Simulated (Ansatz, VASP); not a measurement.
# Si2C in VASP and in Ansatz

```xyz
3
Lattice="2.9670 0.0000 0.0000 -1.4835 2.5695 0.0000 0.0000 0.0000 4.2446" Properties=species:S:1:pos:R:3 pbc="T T T"
Si    0.0000    1.7130    3.0763
Si    1.4835    0.8565    1.1683
C     0.0000    0.0000    0.0000
```

Alike in both runs: functional PBE; k mesh 6 × 6 × 4; occupations gaussian, width 0.1 eV; no spin polarisation.

Ansatz relaxed the structure, and its values are those at the end. VASP's run is a single point on that final structure, the one shown.

```csv
,VASP,Ansatz
version,VASP 6.6.1,Ansatz 0.2.0
potentials or method,"VASP PAW PBE potentials, release 64 (Si, C)","scalar-relativistic, plane waves, PAW"
plane-wave cutoff (eV),520,420
valence electrons in the cell,12,12
```

```csv
,VASP,Ansatz,Ansatz less VASP
gap on the k mesh at the Fermi level (eV),none,none,-
pressure (GPa),0.1,0.1,-0.04
rms of the force components (eV/Å),0.016,0.017,+0.0009
```

A gap of «none» marks a metal or a gap that the smearing closes. With one functional, cell and mesh, what is left measures potentials, basis and numerics.

Caveats: the k mesh is coarse (spacing up to 0.41 Å⁻¹), so the values aren't converged.
